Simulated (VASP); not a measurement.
# Al2O3 in VASP: further runs

The runs below take Al2O3 through single point, with PBE.

Program: VASP 6.6.1. These are calculated values, not measurements. Logs are shortened: lines on timing, memory, paths and dates and some standing lists are left out, and cuts for length are marked.

**1. The structure**

The cell holds a sheet with vacuum, 5 atoms: a = 2.888 Å, b = 2.888 Å, c = 32.035 Å, α = 90.00°, β = 90.00°, γ = 120.00°.

The cell was built by a generator and needn't be a form met in nature.

**2. Single point, PBE**

INCAR

```
PREC = Accurate
ENCUT = 520
EDIFF = 1E-6
ISMEAR = 0
SIGMA = 0.02
LREAL = F
LASPH = T
NELM = 100
ALGO = Normal
ISIF = 2
LWAVE = F
LCHARG = F
LDIPOL = T
IDIPOL = 3
DIPOL = 0.5 0.5 0.250
GGA = PE
NBANDS = 20
```

KPOINTS

```
Automatic mesh
0
Gamma
  12 12 1
```

POSCAR

```
Al2O3
1.0
    2.8875300714     -0.0000001974      0.0000000000
   -1.4437648647      2.5006744947      0.0000000000
    0.0000000000      0.0000000000     32.0351156471
Al O
2 3
Direct
    0.3333333333      0.6666666667      0.2927005516
    0.6666666667      0.3333333333      0.2067513678
    0.0000000000      1.0000000000      0.2497259597
    0.3333333333      0.6666666667      0.1854823252
    0.6666666667      0.3333333333      0.3139695942
```

Potentials or basis: VASP PAW PBE potentials, release 64 (Al, O).

Started as:

```
cat potpaw_PBE.64/Al/POTCAR potpaw_PBE.64/O/POTCAR > POTCAR
mpirun -np 1 vasp_std > vasp.out
```

OUTCAR:

```text
PREC = Accurate
   ENCUT = 520
   EDIFF = 1E-6
   ISMEAR = 0
   LREAL = F
   LASPH = T
   NELM = 100
   ISIF = 2
   GGA = PE

 ion  position               nearest neighbor table
   1  0.333  0.667  0.293-   5 1.80   5 1.80   5 1.80   3 2.16   3 2.16   3 2.16   2 3.22   2 3.22
                             2 3.22
   2  0.667  0.333  0.207-   4 1.80   4 1.80   4 1.80   3 2.16   3 2.16   3 2.16   1 3.22   1 3.22
                             1 3.22
   3  0.000  0.000  0.250-   1 2.16   2 2.16   1 2.16   2 2.16   2 2.16   1 2.16
   4  0.333  0.667  0.185-   2 1.80   2 1.80   2 1.80
   5  0.667  0.333  0.314-   1 1.80   1 1.80   1 1.80

  LATTYP: Found a hexagonal cell.
 ALAT       =     2.8875300714
 C/A-ratio  =    11.0942968056

  Lattice vectors:

 A1 = (   2.8875300714,  -0.0000001974,   0.0000000000)
 A2 = (  -1.4437648647,   2.5006744947,   0.0000000000)
 A3 = (   0.0000000000,   0.0000000000,  32.0351156471)

Analysis of symmetry for initial positions (statically):
=====================================================================
 Subroutine PRICEL returns:
 Original cell was already a primitive cell.

 Routine SETGRP: Setting up the symmetry group for a
 hexagonal supercell.

 Subroutine GETGRP returns: Found 12 space group operations
 (whereof  6 operations were pure point group operations)
 out of a pool of 24 trial point group operations.

The static configuration has the point symmetry C_3v.
 The point group associated with its full space group is D_3d.

Analysis of symmetry for dynamics (positions and initial velocities):
=====================================================================
 Subroutine PRICEL returns:
 Original cell was already a primitive cell.

 Routine SETGRP: Setting up the symmetry group for a
 hexagonal supercell.

 Subroutine GETGRP returns: Found 12 space group operations
 (whereof  6 operations were pure point group operations)
 out of a pool of 24 trial point group operations.

The dynamic configuration has the point symmetry C_3v.
 The point group associated with its full space group is D_3d.

 Subroutine INISYM returns: Found 12 space group operations
 (whereof  6 operations are pure point group operations),
 and found     1 'primitive' translations

----------------------------------------------------------------------------------------

                                     Primitive cell

  volume of cell :     231.3183

  direct lattice vectors                    reciprocal lattice vectors
     2.887530071 -0.000000197  0.000000000     0.346316753  0.199946039  0.000000000
    -1.443764865  2.500674495  0.000000000     0.000000027  0.399892126  0.000000000
     0.000000000  0.000000000 32.035115647     0.000000000  0.000000000  0.031215745

  length of vectors
     2.887530071  2.887530071 32.035115647     0.399892126  0.399892126  0.031215745

  position of ions in fractional coordinates (direct lattice)
     0.333333333  0.666666667  0.292700552
     0.666666667  0.333333333  0.206751368
     0.000000000  0.000000000  0.249725960
     0.333333333  0.666666667  0.185482325
     0.666666667  0.333333333  0.313969594

  ion indices of the primitive-cell ions
   primitive index   ion index
                 1           1
                 2           2
                 3           3
                 4           4
                 5           5

----------------------------------------------------------------------------------------

 KPOINTS: Automatic mesh

Automatic generation of k-mesh.
 Grid dimensions read from file:
 generate k-points for:   12   12    1

 Generating k-lattice:

  Cartesian coordinates                     Fractional coordinates (reciprocal lattice)
     0.028859729  0.016662170  0.000000000     0.083333333  0.000000000  0.000000000
     0.000000002  0.033324344  0.000000000     0.000000000  0.083333333  0.000000000
     0.000000000  0.000000000  0.031215745     0.000000000  0.000000000  1.000000000

  Length of vectors
     0.033324344  0.033324344  0.031215745

  Shift w.r.t. Gamma in fractional coordinates (k-lattice)
     0.000000000  0.000000000  0.000000000

 Subroutine IBZKPT returns following result:
 ===========================================

 Found     19 irreducible k-points:

 Following reciprocal coordinates:
            Coordinates               Weight
  0.000000  0.000000  0.000000      1.000000
  0.083333 -0.000000  0.000000      6.000000
  0.166667 -0.000000  0.000000      6.000000
  0.250000 -0.000000  0.000000      6.000000
  0.333333 -0.000000  0.000000      6.000000
  0.416667  0.000000  0.000000      6.000000
[... 11 lines left out ...]
  0.333333  0.250000  0.000000     12.000000
  0.333333  0.333333  0.000000      2.000000
   k-points           NKPTS =     19   k-points in BZ     NKDIM =     19   number of bands    NBANDS=     20
   number of dos      NEDOS =    301   number of ions     NIONS =      5
   total plane-waves  NPLWV = 138240
   dimension x,y,z NGX =    24 NGY =   24 NGZ =  240
   dimension x,y,z NGXF=    48 NGYF=   48 NGZF=  480
   ions per type =               2   3
   NGX,Y,Z   is equivalent  to a cutoff of  13.82, 13.82, 12.45 a.u.
   NGXF,Y,Z  is equivalent  to a cutoff of  27.64, 27.64, 24.91 a.u.
 SYSTEM =  unknown system
   PREC   = accura    normal or accurate (medium, high low for compatibility)
   ISTART =      0    job   : 0-new  1-cont  2-samecut
   ICHARG =      2    charge: 1-file 2-atom 10-const
   ISPIN  =      1    spin polarized calculation?
   LNONCOLLINEAR =      F non collinear calculations
   LSORBIT =      F    spin-orbit coupling
   LASPH  =      T    aspherical Exc in radial PAW
   ENCUT  =  520.0 eV  38.22 Ry    6.18 a.u.   5.37  5.37 59.56*2*pi/ulx,y,z
   NELM   =    100;   NELMIN=  2; NELMDL= -5     # of ELM steps
   EDIFF  = 0.1E-05   stopping-criterion for ELM
[... 8 lines left out ...]
   TEBEG  =    0.0;   TEEND  =   0.0 temperature during run
   PSTRESS=    0.0 pullay stress
   NELECT =      24.0000    total number of electrons
   NUPDOWN=      -1.0000    fix difference up-down
   EMIN   =  10.00;   EMAX   =-10.00  energy-range for DOS
   EFERMI =   0.00;   METHOD = LEGACY
   ISMEAR =     0;   SIGMA  =   0.02  broadening in eV -4-tet -1-fermi 0-gaus
   EFERMI_NEDOS =   21; number of points for ismear=-14 and -15
   IALGO  =     38    algorithm
   IMIX   =      4    mixing-type and parameters
     AMIX     =   0.40;   BMIX     =  1.00
     AMIX_MAG =   1.60;   BMIX_MAG =  1.00
  volume/ion in A,a.u.               =      46.26       312.20
  Fermi-wavevector in a.u.,A,eV,Ry     =   0.769264  1.453698  8.051475  0.591767
  Thomas-Fermi vector in A             =   1.870215
   LORBIT       =      0    0 simple, 1 ext, 2 COOP (PROOUT), +10 PAW based schemes
   GGA     = PE    functional components
   LHFCALC =     F    Hartree Fock is set to
   AEXX    =    0.0000 exact exchange contribution
   IVDW    =     0    specifies the selected vdW correction
   LEPSILON=     F    determine dielectric tensor
   LRPA    =     F    only Hartree local field effects (RPA)
 non-spin polarized calculation
 Gauss-broadening in eV      SIGMA  =   0.02
  energy-cutoff  :      520.00
  volume of cell :      231.32
 maximum number of plane-waves:      6323
 NGX is ok and might be reduce to    24
   NGX = 11   NGY = 11   NGZ =119

 dipolmoment           0.000000      0.000000     -0.000000 electrons x Angstroem

 number of electron      23.9999987 magnetization

 dipolmoment           0.000000      0.000000      0.000000 electrons x Angstroem

 Free energy of the ion-electron system (eV)
  ---------------------------------------------------
  ext. energy  EPLUGINS =         0.00000000
  ---------------------------------------------------
  free energy    TOTEN  =       -36.47423632 eV

  energy without entropy =      -36.47423632  energy(sigma->0) =      -36.47423632

 E-fermi :  -5.6190     XC(G=0):  -2.5983

 val. band max:       -5.7608431016   @ k =   0.1667  -0.0000   0.0000
 cond. band min:      -0.6866424809   @ k =   0.0000   0.0000   0.0000
 fundamental gap:      5.0742006207
 Fermi energy:        -5.6189670406

 k-point     1 :       0.0000    0.0000    0.0000
  band No.  band energies     occupation
      1     -24.5661      2.00000
      2     -23.3763      2.00000
      3     -22.2599      2.00000
      4     -10.7728      2.00000
      5      -7.7997      2.00000
      6      -7.2717      2.00000
[... 12 lines left out ...]
     19       3.2614      0.00000
     20       3.6415      0.00000

 k-point     2 :       0.0833   -0.0000    0.0000
  band No.  band energies     occupation
      1     -24.4813      2.00000
      2     -23.3132      2.00000
      3     -22.2299      2.00000
      4     -10.7253      2.00000
      5      -8.0973      2.00000
      6      -7.4007      2.00000
[... 12 lines left out ...]
     19       3.4421      0.00000
     20       3.8168      0.00000

 k-point     3 :       0.1667   -0.0000    0.0000
  band No.  band energies     occupation
      1     -24.2364      2.00000
      2     -23.1352      2.00000
      3     -22.1525      2.00000
      4     -10.6331      2.00000
      5      -8.8912      2.00000
      6      -8.0341      2.00000
[... 12 lines left out ...]
     19       3.9447      0.00000
     20       4.3335      0.00000

 k-point     4 :       0.2500   -0.0000    0.0000
  band No.  band energies     occupation
      1     -23.8616      2.00000
      2     -22.8782      2.00000
      3     -22.0627      2.00000
      4     -10.7085      2.00000
      5      -9.8162      2.00000
      6      -8.9400      2.00000
[... 314 lines left out ...]
 k-point    18 :       0.3333    0.2500    0.0000
  band No.  band energies     occupation
      1     -22.5704      2.00000
      2     -22.2150      2.00000
      3     -22.1091      2.00000
      4     -11.3038      2.00000
      5     -10.8256      2.00000
      6     -10.3109      2.00000
[... 12 lines left out ...]
     19       7.2153      0.00000
     20       7.6146      0.00000

 k-point    19 :       0.3333    0.3333    0.0000
  band No.  band energies     occupation
      1     -22.4247      2.00000
      2     -22.1768      2.00000
      3     -22.1768      2.00000
      4     -10.8370      2.00000
      5     -10.8354      2.00000
      6     -10.8354      2.00000
[... 12 lines left out ...]
     19       7.1369      0.00000
     20       7.2573      0.00000

------------------------ aborting loop because EDIFF is reached ----------------------------------------

 vacuum level on the upper side and lower side of the slab       (xc-potential included)        -0.007        -0.007

  FORCE on cell =-STRESS in cart. coord.  units (eV):
  Direction    XX          YY          ZZ          XY          YZ          ZX
  --------------------------------------------------------------------------------------
  -------------------------------------------------------------------------------------
  Total        0.0411241      0.0411241     -0.0772220      0.0000000     -0.0000000     -0.0000000
  in kB        0.2848372      0.2848372     -0.5348623      0.0000000     -0.0000000     -0.0000000
  external PRESSURE =       0.0116040 kB  Pullay stress =       0.0000000 kB

 VOLUME and BASIS-vectors are now :
 -----------------------------------------------------------------------------
  energy-cutoff  :      520.00
  volume of cell :      231.32
      direct lattice vectors                 reciprocal lattice vectors
     2.887530071 -0.000000197  0.000000000     0.346316753  0.199946039  0.000000000
    -1.443764865  2.500674495  0.000000000     0.000000027  0.399892126  0.000000000
     0.000000000  0.000000000 32.035115647     0.000000000  0.000000000  0.031215745

 POSITION                                       TOTAL-FORCE (eV/Angst)
 -----------------------------------------------------------------------------------
      0.00000      1.66712      9.37670        -0.000000      0.000000      0.039363
      1.44377      0.83356      6.62330        -0.000000     -0.000000     -0.039363
      0.00000      0.00000      8.00000        -0.000000      0.000000      0.000000
      0.00000      1.66712      5.94195         0.000000     -0.000000      0.028632
      1.44377      0.83356     10.05805        -0.000000      0.000000     -0.028632
 -----------------------------------------------------------------------------------
    total drift:                                0.000000      0.000000      0.000136

  FREE ENERGIE OF THE ION-ELECTRON SYSTEM (eV)
  ---------------------------------------------------
  free  energy   TOTEN  =       -36.4742363246 eV

  energy  without entropy=      -36.4742363246  energy(sigma->0) =      -36.47423632

 vacuum level on the upper side and lower side of the slab         2.709         2.709
```

Wall time 2 min (1 thread of Intel Xeon Platinum 8259CL at 2.50GHz (Skylake/Cascade Lake), shared host); peak memory 0.4 GiB.

What came out:

```yaml
Free_energy: -36.4742 eV
Largest_force: 0.039 eV/Å
Band_gap_on_the_k_mesh: 5.07 eV, indirect (least direct gap 5.32 eV)
```

Forces on the atoms (eV/Å):
```
Al   0.000  0.000  0.039
Al   0.000  0.000 -0.039
O    0.000  0.000  0.000
O    0.000  0.000  0.029
O    0.000  0.000 -0.029
```

PBE gaps usually lie below the measured ones, often by a third to a half.

(Continued in part 2 of 2.)
